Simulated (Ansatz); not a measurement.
## Y2CS2 MXene monolayer in a perpendicular field

Aim: how the Y2CS2 MXene monolayer screens a field along its normal, and what the field does to its bands. A positive field points along +c.

Main program and level: Ansatz 0.2.0; plane-wave DFT, LDA, Ansatz PAW, in the first sound run; inputs show where later runs differ.

## (1) Set-up

The cell holds 5 atoms: 2 S, 2 Y and 1 C. Its edges and angles: a = 3.478 Å, b = 3.478 Å, c = 24.532 Å, α = 90.0°, β = 90.0°, γ = 120.0°. Vacuum lies along c.

## (2) Relaxing the slab

The starting cell is a guess, so the in-plane lattice and the atoms are relaxed first, with the slab cut off from its images along the normal. The program lengthens the vector along the normal by itself, so c and the volume that it reports differ from the typed ones.

The input, input.yaml:

```yaml
crystal:
  lattice:
    - [3.47776, 0.0, 0.0]
    - [-1.73888, 3.0118285083, 0.0]
    - [0.0, 0.0, 24.5318076655]
  atoms:
    - { symbol: S, position: [0.3333333333, 0.6666666667, 0.3668706409] }
    - { symbol: "Y", position: [0.6666666667, 0.3333333333, 0.4440631746] }
    - { symbol: C, position: [0.0, 0.0, 0.5] }
    - { symbol: "Y", position: [0.3333333333, 0.6666666667, 0.5559368254] }
    - { symbol: S, position: [0.6666666667, 0.3333333333, 0.6331293591] }
  periodic: [true, true, false]
kpoints:
  mp_grid: { grid: [12, 12, 1] }
hamiltonian:
  xc: lda
scf:
  occupations: { method: fermi_dirac, width: 0.05 }
  convergence: { dr2_threshold: 1.0e-09 }
relax:
  f_tol: 0.004
  max_steps: 90
  cell: {}
output:
  write_potential: true
  write_density: true
  volumetric_format: npy
```

Launch:

```sh
ansatz run input.yaml --threads 4 --pin off --max-ram 6144MiB --backend cpu --events-out ev --progress --plain --runs-dir out
```

Numbers of over 12 decimals in the logs are rounded to 6 here.

The program printed:

```text
Warning: crystal.periodic: the lattice vector that does not repeat stood 0.000° off the slab's normal, 24.532 Å along it as the deck builds it. The run solves the slab on a vector along the normal, 36.864 Å long, with every atom where it was (on the deck's vector they left 18.00 Å outside them, and the widest stretch free of ions among them is 1.89 Å). A fractional position that the run reports is one of the run's ce [...]
Warning: relax.cell: scf.convergence.dr2_threshold = 1e-9 eV is looser than the 1.82948695224e-10 eV advised for a relaxation that steers and ends on the stress (1e-10 eV for each atom of the cell: 5, times the square of relax.cell.stress_2d_tol = 0.05 N/m over 16.5 Å (the atoms' height at the walk's start and 5 Å past either face), 3.024e-2 GPa, over a crystal's default 0.05). What an SCF threshold leaves in a stress goes as its square root, and in the free energy as the threshold itself, and one threshold admits the most on a small cell: [figures from the program's tests cut] Set scf.convergence.dr2_threshold to 1.82948695224e-10 eV or tighter. [rest of the remark cut]
crystal.periodic: the lattice vector that does not repeat stood 0.000° off the slab's normal, 24.532 Å along it as the deck builds it. The run solves the slab on a vector along the normal, 36.864 Å long, with every atom where it was (on the deck's vector they left 18.00 Å outside them, and the widest stretch free of ions among them is 1.89 Å). A fractional position that the run reports is one of the run's cell, which [...]
Engine: ansatz 0.2.0, aarch64-unknown-linux-gnu
Pseudopotentials: kind: paw
Pseudopotential: S, paw, valence charge 6, recommended cutoff 420 eV (normal), S.paw.azcp
Pseudopotential: Y, paw, valence charge 11, recommended cutoff 420 eV (normal), Y.paw.azcp
Pseudopotential: C, paw, valence charge 4, recommended cutoff 420 eV (normal), C.paw.azcp
Functional definition: SPW92
  exchange = slater_x
  correlation = pw_c
Crystal: 5 atoms, lattice volume = 386.125 Å³
Basis set: ecut = 420 eV, 7509 PW (Γ)
Bands: 24, of which v1, the nominal top of the filled ones, is band 19 counted from 1 (18 counted from 0)
Symmetry: 12 space group operations
Space group: P-3m1 (ITA 164), of the structure as read, at distance tolerance 7.3e-5 Å
k-points: 19 of 144
Non-local potential: S, projectors of the file, l = 0: 2, l = 1: 2, l = 2: 2
Non-local potential: Y, projectors of the file, l = 0: 3, l = 1: 2, l = 2: 2, l = 3: 1
Non-local potential: C, projectors of the file, l = 0: 2, l = 1: 2, l = 2: 1
PAW form: soft (Blöchl's): semilocal exchange-correlation on the pseudo side does not see the compensation charge
PAW frozen core: S, regenerated for the run's functional, and the local potential with it (the file was generated under x = pbe(κ = 0.804, μ = 0.219515), c = pbe(β = 0.066725))
PAW frozen core: Y, regenerated for the run's functional, and the local potential with it (the file was generated under x = pbe(κ = 0.804, μ = 0.219515), c = pbe(β = 0.066725))
PAW frozen core: C, regenerated for the run's functional, and the local potential with it (the file was generated under x = pbe(κ = 0.804, μ = 0.219515), c = pbe(β = 0.066725))
PAW one-centre angular grid: S, 110 points (default); XC on 64 Gauss nodes
PAW one-centre angular grid: Y, 590 points (default); XC on 64 Gauss nodes
PAW one-centre angular grid: C, 110 points (default); XC on 64 Gauss nodes
Initial density: superposition of atomic densities (neutral atoms: chi_scale 0, normalization atom), corrected by the library's trained network
Initial wavefunctions: pseudopotential atomic-orbital guess
Functional: x = slater, c = lda
SCF iter   1: F=—  HF=-9476.241765 eV  |F-HF|=—  |Δ(HF+E_count)|=         —  Δρ=5.09e-3  dr2=7.18e-1  ethr=1.77e-3  ⟨swp⟩=12.8  Hψ=3637  notcnv=0
preconditioner: auto → LDOS  [metal: Δε(μ)=0.025 eV  Ē_g=6.915 eV  σ=0.050 eV  W_gap=0.12  n_scr=20 (ndim 8)  ℏωp=8.9 eV  f_vac=0.719  D(μ)=4.50/eV (n_scr^D=16)  β→1.0]
SCF iter   2: F=—  HF=-9476.179349 eV  |F-HF|=—  |Δ(HF+E_count)|=   6.24e-2  Δρ=1.79e-3  dr2=1.54e-2  ethr=1.77e-3  ⟨swp⟩=2.8  Hψ=690  notcnv=0
SCF iter   3: F=—  HF=-9476.181164 eV  |F-HF|=—  |Δ(HF+E_count)|=   1.82e-3  Δρ=5.43e-4  dr2=2.26e-3  ethr=4.06e-5  ⟨swp⟩=3.1  Hψ=1006  notcnv=0
SCF iter   4: F=—  HF=-9476.181200 eV  |F-HF|=—  |Δ(HF+E_count)|=   3.58e-5  Δρ=1.52e-4  dr2=1.67e-4  ethr=5.95e-6  ⟨swp⟩=2.9  Hψ=938  notcnv=0
SCF iter   5: F=—  HF=-9476.181183 eV  |F-HF|=—  |Δ(HF+E_count)|=   1.66e-5  Δρ=6.36e-5  dr2=3.13e-5  ethr=4.40e-7  ⟨swp⟩=3.3  Hψ=1038  notcnv=0
SCF iter   6: F=—  HF=-9476.181179 eV  |F-HF|=—  |Δ(HF+E_count)|=   4.41e-6  Δρ=2.37e-5  dr2=4.74e-6  ethr=8.24e-8  ⟨swp⟩=2.8  Hψ=795  notcnv=0
SCF iter   7: F=—  HF=-9476.181176 eV  |F-HF|=—  |Δ(HF+E_count)|=   2.71e-6  Δρ=3.85e-6  dr2=1.46e-7  ethr=1.25e-8  ⟨swp⟩=3.1  Hψ=900  notcnv=0
SCF iter   8: F=—  HF=-9476.181130 eV  |F-HF|=—  |Δ(HF+E_count)|=   4.67e-5  Δρ=7.13e-7  dr2=2.40e-9  ethr=3.83e-10  ⟨swp⟩=3.4  Hψ=967  notcnv=0
SCF iter   9: F=-9476.181130 eV  HF=-9476.181130 eV  |F-HF|=1.75e-10  |Δ(HF+E_count)|=  4.38e-10  Δρ=2.22e-7  dr2=3.16e-10  ethr=2.63e-12  ⟨swp⟩=12.7  Hψ=4082  notcnv=0
SCF 1 converged in 9 iterations: F = -9476.181130 eV  dr2 = 3.16e-10
  greatest PAW one-centre occupation: 0.993 electrons in one spin orbital (limit 2), on the Y atom at site 3 (counted from 0), in its partial waves of l = 0
relax step   1: F+E_penalty+E_count = -9476.18112970 eV  Δ(F+E_penalty+E_count) = +0.000e0 eV  max|allowed force component| = 1.628e0 eV/Å  Δτ_max = 0.0000 Å  P = +2.831 N/m  Ω = 386.125 Å³  fix = [c, alpha, beta]  reactions: c +0.000 N/m  (9 SCF iters, accepted)
Crystal: 5 atoms, lattice volume = 395.089 Å³
Basis set: ecut = 420 eV, 7653 PW (Γ)
Initial density: handed on by an earlier stage of this run
Initial wavefunctions: those handed on with the density
SCF iter   1: F=—  HF=-9477.785835 eV  |F-HF|=—  |Δ(HF+E_count)|=         —  Δρ=2.61e-2  dr2=1.32e1  ethr=3.10e-3  ⟨swp⟩=16.3  Hψ=3408  notcnv=0
preconditioner: auto → LDOS  [metal: Δε(μ)=0.016 eV  Ē_g=7.344 eV  σ=0.050 eV  W_gap=0.08  n_scr=20 (ndim 8)  ℏωp=8.8 eV  f_vac=0.720  D(μ)=3.85/eV (n_scr^D=14)  β→1.0]
SCF iter   2: F=—  HF=-9476.753481 eV  |F-HF|=—  |Δ(HF+E_count)|=    1.03e0  Δρ=1.61e-2  dr2=8.91e-1  ethr=3.10e-3  ⟨swp⟩=4.1  Hψ=1264  notcnv=0
SCF iter   3: F=—  HF=-9476.579196 eV  |F-HF|=—  |Δ(HF+E_count)|=   1.74e-1  Δρ=7.94e-3  dr2=1.02e0  ethr=2.34e-3  ⟨swp⟩=2.6  Hψ=968  notcnv=0
SCF iter   4: F=—  HF=-9476.507844 eV  |F-HF|=—  |Δ(HF+E_count)|=   7.14e-2  Δρ=2.48e-3  dr2=7.61e-2  ethr=2.34e-3  ⟨swp⟩=2.6  Hψ=719  notcnv=0
[...]
[... from here on, the SCF cycles and remarks between the steps are left out ...]
relax step   4: F+E_penalty+E_count = -9476.84693909 eV  Δ(F+E_penalty+E_count) = -1.498e-1 eV  max|allowed force component| = 1.848e-1 eV/Å  Δτ_max = 0.1075 Å  P = +2.074 N/m  Ω = 429.370 Å³  energy of the carried Pulay correction = -4.354e-3 eV  fix = [c, alpha, beta]  reactions: c +0.000 N/m  (10 SCF iters, accepted)
relax step   5: F+E_penalty+E_count = -9476.87173426 eV  Δ(F+E_penalty+E_count) = -2.480e-2 eV  max|allowed force component| = 8.041e-2 eV/Å  Δτ_max = 0.0385 Å  P = +0.333 N/m  Ω = 440.961 Å³  energy of the carried Pulay correction = -5.444e-3 eV  fix = [c, alpha, beta]  reactions: c +0.000 N/m  (9 SCF iters, accepted)
relax step   6: F+E_penalty+E_count = -9476.87478935 eV  Δ(F+E_penalty+E_count) = -3.055e-3 eV  max|allowed force component| = 8.205e-2 eV/Å  Δτ_max = 0.0484 Å  P = +0.528 N/m  Ω = 444.913 Å³  energy of the carried Pulay correction = -5.809e-3 eV  fix = [c, alpha, beta]  reactions: c +0.000 N/m  (9 SCF iters, accepted)
relax step   7: F+E_penalty+E_count = -9476.87587484 eV  Δ(F+E_penalty+E_count) = -1.085e-3 eV  max|allowed force component| = 3.929e-3 eV/Å  Δτ_max = 0.0053 Å  P = +0.022 N/m  Ω = 446.548 Å³  energy of the carried Pulay correction = -5.959e-3 eV  fix = [c, alpha, beta]  reactions: c +0.000 N/m  (8 SCF iters, accepted)
relax step   8: F+E_penalty+E_count = -9476.88950274 eV  Δ(F+E_penalty+E_count) = -1.363e-2 eV  max|allowed force component| = 3.563e-3 eV/Å  Δτ_max = 0.0000 Å  P = +0.195 N/m  Ω = 446.548 Å³  fix = [c, alpha, beta]  reactions: c +0.000 N/m  stress off target by 1.95e-1 N/m on what of the cell is left free  SCF on the basis re-selected at this cell (its energy is not comparable with the rows above)  (6 SCF iters)
relax step   9: F+E_penalty+E_count = -9476.88964819 eV  Δ(F+E_penalty+E_count) = -1.454e-4 eV  max|allowed force component| = 6.269e-3 eV/Å  Δτ_max = 0.0079 Å  P = +0.006 N/m  Ω = 448.460 Å³  energy of the carried Pulay correction = -1.842e-4 eV  fix = [c, alpha, beta]  reactions: c +0.000 N/m  (7 SCF iters, accepted)
relax step  10: F+E_penalty+E_count = -9476.88964138 eV  Δ(F+E_penalty+E_count) = +6.806e-6 eV  max|allowed force component| = 3.280e-4 eV/Å  Δτ_max = 0.0012 Å  P = -0.000 N/m  Ω = 448.589 Å³  energy of the carried Pulay correction = -1.969e-4 eV  fix = [c, alpha, beta]  reactions: c -0.000 N/m  (7 SCF iters, accepted)
iter 1 solved again at ethr=5.36e-8 eV; its pass at ethr=3.10e-3 eV (dr2=2.04e-5 eV) is discarded
SCF iter   1: F=—  HF=-9476.889871 eV  |F-HF|=—  |Δ(HF+E_count)|=         —  Δρ=4.98e-6  dr2=3.32e-8  ethr=5.36e-8  ⟨swp⟩=6.7  Hψ=5726  notcnv=0
preconditioner: auto → LDOS  [metal: Δε(μ)=0.045 eV  Ē_g=7.169 eV  σ=0.050 eV  W_gap=0.22  n_scr=20 (ndim 8)  ℏωp=8.2 eV  f_vac=0.743  D(μ)=5.20/eV (n_scr^D=16)  β→1.0]
SCF iter   2: F=—  HF=-9476.889837 eV  |F-HF|=—  |Δ(HF+E_count)|=   3.44e-5  Δρ=6.59e-7  dr2=5.44e-9  ethr=8.75e-11  ⟨swp⟩=4.0  Hψ=1278  notcnv=0
SCF iter   3: F=—  HF=-9476.889837 eV  |F-HF|=—  |Δ(HF+E_count)|=   1.16e-9  Δρ=3.67e-7  dr2=1.57e-9  ethr=2.63e-12  ⟨swp⟩=18.2  Hψ=4396  notcnv=0
SCF iter   4: F=-9476.889837 eV  HF=-9476.889837 eV  |F-HF|=4.60e-9  |Δ(HF+E_count)|=   4.92e-9  Δρ=2.02e-7  dr2=5.61e-10  ethr=2.63e-12  ⟨swp⟩=9.8  Hψ=3033  notcnv=0
SCF 11 converged in 4 iterations: F = -9476.889837 eV  dr2 = 5.61e-10
relax step  11: F+E_penalty+E_count = -9476.88983679 eV  Δ(F+E_penalty+E_count) = -1.954e-4 eV  max|allowed force component| = 3.342e-4 eV/Å  Δτ_max = 0.0000 Å  P = +0.000 N/m  Ω = 448.589 Å³  fix = [c, alpha, beta]  reactions: c +0.000 N/m  stress off target by 3.85e-4 N/m on what of the cell is left free  SCF on the basis re-selected at this cell (its energy is not comparable with the rows above)  (4 SCF iters)
basis re-selected at this cell: Δ(F+E_penalty+E_count) = -1.954e-4 eV, ΔP = +0.001 N/m vs the last step (what re-selecting the basis moved, of the pressure what is left beyond the Pulay correction that the steps carried, after the strain that the cell walked since its last selection, with what the two solves' SCF thresholds leave and, on support functions, any second-order correction that the steps lacked; it is no measure of the basis error at this ecutwfc). The dense FFT grid was sized anew with the basis: this SCF ran on 27×27×250 points, the steps before it on 25×25×250, so part of this shift can come from that change (see relax.cell in the input reference). [rest of the remark cut]
WARN: The output density's exchange-correlation potential varies sharply where the density is thin. Do not read a vacuum level from v_tot or v_xc, or from such a field of the output density. On a cell that repeats whose density bears no net charge and no dipole along the vacuum's axis use v_es (v_loc + v_h of the components); under efield.dipole_correction with no amplitude use v_es + v_field, which holds any externa [...]
SCF converged after 4 iterations
Free energy (F): -9476.889837 eV
Harris-Foulkes:  -9476.889837 eV  (|F-HF|=4.60e-9)
Internal energy: -9476.847805 eV  (E = F + TS)
E sigma→0 (E₀):  -9476.868821 eV
Entropy (-TS):   -0.042031 eV (-8.406 meV/atom)
Fermi energy:    -6.883894 eV
--- Per-component energies (eV) ---
  E_band       = -753.753658
  E_kinetic    = 913.101362
  E_local      = -75523.500832  (includes V_loc(G=0)·N_el)
  E_nonlocal   = 194.868248
  E_hartree    = 37212.491567
  E_xc         = -584.397756
  E_vxc        = -632.784418  (∫ρ·V_xc dr)
  E_paw        = -6677.104731  (= ΣΔE_a)
  E_vpaw       = -130.418201  (= ΣTr[D̂ρ^β])
  E_aug_tail   = 0.000014  (compensation charges beyond the density's cutoff)
  E_ewald      = 34986.665923
  E_core_change = 1.028399  (= ΣΔE_core)
  E_smearing   = -0.042031  (= −TS)
  E_closure    = 0.000000  (closes the sum)
  Σ components = -9476.889837   (vs F -9476.889837, Δ=0.00e0)
--- Forces (eV/Å), atoms counted from 1 ---
  atom   1  S      0.00000000     0.00000000     0.00004450
  atom   2  Y      0.00000000     0.00000000     0.00033423
  atom   3  C      0.00000000     0.00000000     0.00000000
  atom   4  Y      0.00000000    -0.00000000    -0.00033423
  atom   5  S      0.00000000    -0.00000000    -0.00004450
  max |Σ_I F_I| component: 4.63e-18 eV/Å
--- 2D stress c σ (N/m, compression-positive) ---
        0.000385       0.000000       0.000000
        0.000000       0.000385       0.000000
        0.000000       0.000000       0.000000
  P = ½ c Tr σ = 0.0004 N/m
--- Band table (eV; the first three rows and the last of 19) ---
  k-point 0: bands = [... 15 lower, -7.7713, -7.7713, -6.4554, -6.0730, -6.0730, -3.5527, -3.5527, -3.0180, ... 1 higher]
  k-point 1: bands = [... 15 lower, -8.0360, -7.7710, -6.4574, -6.3201, -6.2184, -3.6386, -3.3565, -2.9882, ... 1 higher]
  k-point 2: bands = [... 15 lower, -7.9249, -7.7808, -7.1369, -6.5052, -6.3002, -3.9982, -2.9340, -2.7714, ... 1 higher]
  k-point 18: bands = [... 15 lower, -8.0805, -8.0805, -7.5180, -7.5180, -7.4982, -2.7357, -2.7357, -2.5397, ... 1 higher]
  the weakly bound empty levels are not read free of the cell's end (no_gap_told)
--- Relaxed structure (9 steps of the walk, 9 accepted, 2 SCFs on fresh bases) ---
  F+E_penalty+E_count = -9476.88983679 eV   max|allowed force component| = 3.342e-4 eV/Å   (the final SCF, on the basis selected at the relaxed cell)
  cell:  # Å, volume = 448.5886 Å³
    - [3.748520, 0.0, 0]
    - [-1.874260, 3.246313, 0]
    - [0, 0, 36.863615]
  atoms:
    - { symbol: S, position: [0.333333, 0.666667, 0.255213] }
    - { symbol: Y, position: [0.666667, 0.333333, 0.293961] }
    - { symbol: C, position: [0, 0, 0.332737] }
    - { symbol: Y, position: [0.333333, 0.666667, 0.371514] }
    - { symbol: S, position: [0.666667, 0.333333, 0.410262] }
```

Wall time 42 s (4 threads of Arm Neoverse V1, shared host); peak memory 0.8 GiB; 2.7 min of CPU time.

Relaxation path:

```csv
step,energy less that of the first step (eV),largest force component (eV/Å),volume (Å³)
1,0.0000,1.6280,386.12
2,-0.3148,0.6054,395.09
3,-0.5160,0.8577,412.03
4,-0.6658,0.1848,429.37
5,-0.6906,0.0804,440.96
6,-0.6937,0.0820,444.91
7,-0.6947,0.0039,446.55
8*,-0.7084,0.0036,446.55
9,-0.7085,0.0063,448.46
10,-0.7085,0.0003,448.59
11*,-0.7087,0.0003,448.59
```

Relaxation steps marked * repeat the geometry before them on a plane-wave basis chosen anew for their cell, so energy and pressure can jump there.

Forces are held to the 12 operations that the run works with; a distortion that breaks them can't arise in this run.

```csv
cell as run,before,after,change
a (Å),3.478,3.749,+7.8 %
b (Å),3.478,3.749,+7.8 %
```

The atoms that moved most (Å, along periodic axes as changes of fractional coordinates times the final cell, across vacuum about the mean position):

```csv
atom,dx,dy,dz,length
S5,0.000,0.000,-0.408,0.408
S1,0.000,0.000,0.408,0.408
Y2,0.000,0.000,-0.057,0.057
Y4,0.000,0.000,0.057,0.057
```

The relaxed structure:

```cif
data_structure
_symmetry_space_group_name_H-M 'P 1'
_symmetry_Int_Tables_number 1
_cell_length_a 3.7485
_cell_length_b 3.7485
_cell_length_c 36.8636
_cell_angle_alpha 90.000
_cell_angle_beta 90.000
_cell_angle_gamma 120.000
_cell_volume 448.59
loop_
_atom_site_label
_atom_site_type_symbol
_atom_site_fract_x
_atom_site_fract_y
_atom_site_fract_z
_atom_site_occupancy
S1 S 0.33333 0.66667 0.25521 1
Y2 Y 0.66667 0.33333 0.29396 1
C3 C 0.00000 0.00000 0.33274 1
Y4 Y 0.33333 0.66667 0.37151 1
S5 S 0.66667 0.33333 0.41026 1
```

This step gave:

| Item | Value |
| --- | --- |
| energy at zero smearing | -9476.8688 eV |

The lattice constant a goes from 3.478 to 3.749 Å.

(Continued in part 2 of 4.)

[Logs are printed without paths, hosts, clocks, repeated set-up lines and the standing remarks that a program may print on its own settings, such as how far it seeks lower states.]

[Hosts, paths, dates, database ids (printed as entryN), source tags and the programs' standing remarks are cut or masked in the printed files.]

[Maps of the electrostatic potential energy from Ansatz leave out the sawtooth potential of an applied field or a dipole correction, so their vacuum need not be flat; planar profiles and work functions include it.]
